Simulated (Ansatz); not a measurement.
Write the native input for Ansatz 0.2.0 that does the following.

| Item | Value |
| --- | --- |
| Task | band structure |
| Functional | PBE |
| Potentials or basis | Ansatz PAW |
| Cutoff | 420 eV (not typed: the program's choice for these potentials) |
| k mesh | 12 × 12 × 4 |
| Occupations | fermi-dirac, width 0.05 eV |
| Spin | collinear spin, ferromagnetic start |
| Starting moments | [2.0, 2.0, 2.0, 2.0] μB |
| Path | [["G", "M", "K", "G", "A", "L", "H", "A"], ["L", "M"], ["K", "H"]] |
| Points for each segment of the path | 14 |

Crystal: Co.

```xyz
4
Lattice="2.4706 0.0000 0.0000 -1.2353 2.1396 0.0000 0.0000 0.0000 8.0882" Properties=species:S:1:pos:R:3 pbc="T T T"
Co    1.2353    0.7132    6.0662
Co    0.0000    0.0000    4.0441
Co    0.0000    1.4264    2.0221
Co    0.0000    0.0000    0.0000
```

The input as run:

input.yaml

```yaml
crystal:
  lattice:
    - [2.4705617809, 0.0, 0.0]
    - [-1.2352808905, 2.1395692639, 0.0]
    - [0.0, 0.0, 8.0882338]
  atoms:
    - { symbol: Co, position: [0.6666666667, 0.3333333333, 0.75], spin: 2.0 }
    - { symbol: Co, position: [0.0, 0.0, 0.5], spin: 2.0 }
    - { symbol: Co, position: [0.3333333333, 0.6666666667, 0.25], spin: 2.0 }
    - { symbol: Co, position: [0.0, 0.0, 0.0], spin: 2.0 }
hamiltonian:
  xc: pbe
  pseudopotentials: { kind: paw }
magnetization:
  spin_polarized: true
kpoints:
  mp_grid: { grid: [12, 12, 4] }
  band_path:
    path:
      - [[0.0, 0.0, 0.0], [0.5, 0.0, 0.0], [0.3333333333, 0.3333333333, 0.0], [0.0, 0.0, 0.0], [0.0, 0.0, 0.5], [0.5, 0.0, 0.5], [0.3333333333, 0.3333333333, 0.5], [0.0, 0.0, 0.5]]
      - [[0.5, 0.0, 0.5], [0.5, 0.0, 0.0]]
      - [[0.3333333333, 0.3333333333, 0.0], [0.3333333333, 0.3333333333, 0.5]]
    npoints: 14
scf:
  occupations: { method: fermi_dirac, width: 0.05 }
  n_extra_bands: 10
output:
  forces: true
  stress: true
  eigenvalues: true
  fatbands: false
  write_density: true
  write_potential: true
  elf: true
  volumetric_format: npy
```

Potentials or basis: Ansatz PAW.

Launch:

```console
$ ansatz run input.yaml --threads 2 --pin off --max-ram 5632MiB --backend cpu --events-out ev --progress --plain --runs-dir out
```

Results of the run:

```
Pressure               : 4.7 GPa
Band gap on the k mesh : none (metal or under the smearing width)
Net moment             : 6.61 μB per cell
Absolute moment        : 7.21 μB per cell
Site moments           : Co +1.73, +1.71 μB
```

Run time: 18 s on 2 threads of Arm Neoverse V1, on a shared host, peak memory 0.51 GiB.
